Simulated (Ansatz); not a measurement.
Runs of Ansatz 0.2.0 on Be. It takes space group P4/mmm (No. 123, tetragonal). Conventional cell: a = 2.233 Å, b = 2.233 Å, c = 2.066 Å, α = 90.00°, β = 90.00°, γ = 90.00°. Be (site symmetry 4/mmm) has 6 Be at 2.07 to 2.23 Å as nearest neighbours. The cell was built by a generator and needn't be a form met in nature.

| level | cutoff (eV) | gap on the mesh (eV) | pressure (GPa) |
| --- | --- | --- | --- |
| revPBE | 420 | none | (b) |
| PBEsol | 420 | none | -0.6 |
| r2SCAN | 500 | none | (a) |
| RPBE | 420 | none | 2.1 |
| LDA | 420 | none | -3.3 |

Alike in all rows: task band structure; potentials or basis Ansatz PAW; no spin polarisation; cell as given; k mesh 12 × 12 × 13; smearing fermi-dirac 0.05 eV.

Problem. Estimate the missing entries.

Solution. (a) 0.0; (b) 1.8.

Caveats: the PAW data sets come from PBE, with cores solved anew for the run's functional, which leaves a small shift of forces and pressure; the potentials were made for another functional, which shifts forces and pressure (some runs).

A k mesh can miss the band edges.

A gap of «none» marks a metal or a gap under the smearing width.

Not every run made on this cell is shown here.
